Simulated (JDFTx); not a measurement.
MgO under changes of volume

One of the cells (9.221 Å³/atom); the others are scaled copies at fixed shape and fractional positions:

```xyz
2
Lattice="0.0000 2.0970 2.0970 2.0970 0.0000 2.0970 2.0970 2.0970 0.0000" Properties=species:S:1:pos:R:3 pbc="T T T"
Mg    0.0000    0.0000    0.0000
O     2.0970    2.0970    2.0970
```

The cell is a database's computed one.

* Program: JDFTx 1.7.0 (patched build)
* Functional: PBE
* Potentials or basis: PseudoDojo-SR-PBE-0.5-standard with smoothed tails
* Cutoff: 1143 eV
* Density cutoff: 9143 eV
* k mesh: 11 × 11 × 11
* Occupations: fermi-dirac, width 0.05 eV
* Spin: no spin polarisation

```csv
volume (Å³/atom),energy over the lowest point (meV/atom),pressure (GPa),gap on the mesh (eV)
8.668,51.79,19.1,5.54
8.853,?,?,?
9.037,17.98,10.4,5.10
9.221,8.05,6.7,4.89
9.406,2.18,3.4,4.70
9.590,0.00,0.3,4.51
9.775,1.16,-2.4,4.34
```

Question: What does the run at 8.853 Å³/atom give?

Answer: Energy over the lowest point 32.40 meV/atom; pressure 14.5 GPa; gap on the mesh 5.31 eV.

Worked out: A Birch-Murnaghan fit of order 3 (a polynomial in V^(-2/3)) to the other rows has its minimum at 9.62 Å³/atom with B0 = V·E''(V) = 149 GPa and B' = 4.1. It gives 32.35 meV/atom at 8.853 Å³/atom, against the run's 32.40, and -dE/dV = 14.6 GPa, against 14.5. A parabola through the other rows of the gap, of slope -10.6 eV per unit of ln V (its deformation potential) there, gives 5.31 eV, against the run's 5.31.

Energies are extrapolated to zero smearing.
